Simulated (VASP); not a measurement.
# Sn, equation of state: which settings are enough?

Sn, I4/mmm (no. 139), 1 atom in the cell. PBE; PAW potentials Sn (PBE set). VASP 6.6.1.

Wanted: equilibrium volume within 0.5 %; bulk modulus within 2.5 %.

What the run is for: choice of potentials; Accuracy asked: standard; Volumes (times the given one): 0.91, 0.94, 0.97, 1, 1.03, 1.06, 1.09.

## Potentials and cutoff

| Potentials and cutoff | Equilibrium volume (Å³/atom) | Bulk modulus (GPa) | Time (s) |
|---|---|---|---|
| Sn_d_GW, ENCUT 450 | 27.94 | 47.55 | 133 |
| Sn_d, ENCUT 450 | 27.97 | 47.52 | 110 |
| Sn, ENCUT 450 | 27.89 | 48.3 | 51 |

## Question

For each series: keep the first row unless others stay within the tolerance and take at least 30 % less time, and then take the fastest.

## Answer

- Potentials and cutoff: Sn, ENCUT 450

## All choices together

| Input | Equilibrium volume (Å³/atom) | Bulk modulus (GPa) | Time (s) |
|---|---|---|---|
| chosen settings | 27.89 | 48.3 | 51 |
| reference settings throughout | 27.94 | 47.55 | 133 |

The tolerance is met.

## The input

INCAR:
```
  GGA = PE
  ISMEAR = 1
  SIGMA = 0.1
  LWAVE = False
  LCHARG = False
  ISIF = 2
  NSW = 0
  ENCUT = 450
  PREC = Accurate
  LASPH = True
  LREAL = False
  ALGO = Normal
  EDIFF = 1E-7
  NELM = 120
  GGA_COMPAT = False
```

KPOINTS:
```
k-points
0
Gamma
  13 13 13
```

POSCAR.step1:
```
Sn
1.0
   -1.9663902770      1.9663902770      1.6093629694
    1.9663902770     -1.9663902770      1.6093629694
    1.9663902770      1.9663902770     -1.6093629694
Sn
1
Direct
    0.0000000000      0.0000000000      0.0000000000
```

POSCAR.step2:
```
Sn
1.0
   -1.9877657590      1.9877657590      1.6268574157
    1.9877657590     -1.9877657590      1.6268574157
    1.9877657590      1.9877657590     -1.6268574157
Sn
1
Direct
    0.0000000000      0.0000000000      0.0000000000
```

POSCAR.step3:
```
Sn
1.0
   -2.0086911468      2.0086911468      1.6439834892
    2.0086911468     -2.0086911468      1.6439834892
    2.0086911468      2.0086911468     -1.6439834892
Sn
1
Direct
    0.0000000000      0.0000000000      0.0000000000
```

POSCAR.step4:
```
Sn
1.0
   -2.0291894110      2.0291894110      1.6607599896
    2.0291894110     -2.0291894110      1.6607599896
    2.0291894110      2.0291894110     -1.6607599896
Sn
1
Direct
    0.0000000000      0.0000000000      0.0000000000
```

POSCAR.step5:
```
Sn
1.0
   -2.0492817020      2.0492817020      1.6772042273
    2.0492817020     -2.0492817020      1.6772042273
    2.0492817020      2.0492817020     -1.6772042273
Sn
1
Direct
    0.0000000000      0.0000000000      0.0000000000
```

POSCAR.step6:
```
Sn
1.0
   -2.0689875426      2.0689875426      1.6933321804
    2.0689875426     -2.0689875426      1.6933321804
    2.0689875426      2.0689875426     -1.6933321804
Sn
1
Direct
    0.0000000000      0.0000000000      0.0000000000
```

POSCAR.step7:
```
Sn
1.0
   -2.0883249956      2.0883249956      1.7091586321
    2.0883249956     -2.0883249956      1.7091586321
    2.0883249956      2.0883249956     -1.7091586321
Sn
1
Direct
    0.0000000000      0.0000000000      0.0000000000
```

Commands (each step's output is kept before the next begins):
```
cat potpaw_PBE.64/Sn/POTCAR > POTCAR
cp POSCAR.step1 POSCAR
mpirun -np 1 vasp_std > vasp.out
cp POSCAR.step2 POSCAR
mpirun -np 1 vasp_std > vasp.out
cp POSCAR.step3 POSCAR
mpirun -np 1 vasp_std > vasp.out
cp POSCAR.step4 POSCAR
mpirun -np 1 vasp_std > vasp.out
cp POSCAR.step5 POSCAR
mpirun -np 1 vasp_std > vasp.out
cp POSCAR.step6 POSCAR
mpirun -np 1 vasp_std > vasp.out
cp POSCAR.step7 POSCAR
mpirun -np 1 vasp_std > vasp.out
```

Limits: Total energies under different potentials can't be compared; the cell and the gap can; every volume keeps the cell's shape and the atoms' fractional positions, so the modulus is that of a clamped cell, stiffer than the relaxed one, above all in layered crystals.

The chosen input took VASP 6.6.1 51 s on 1 core (Intel Xeon 6975P-C (Granite Rapids)), a shared host.
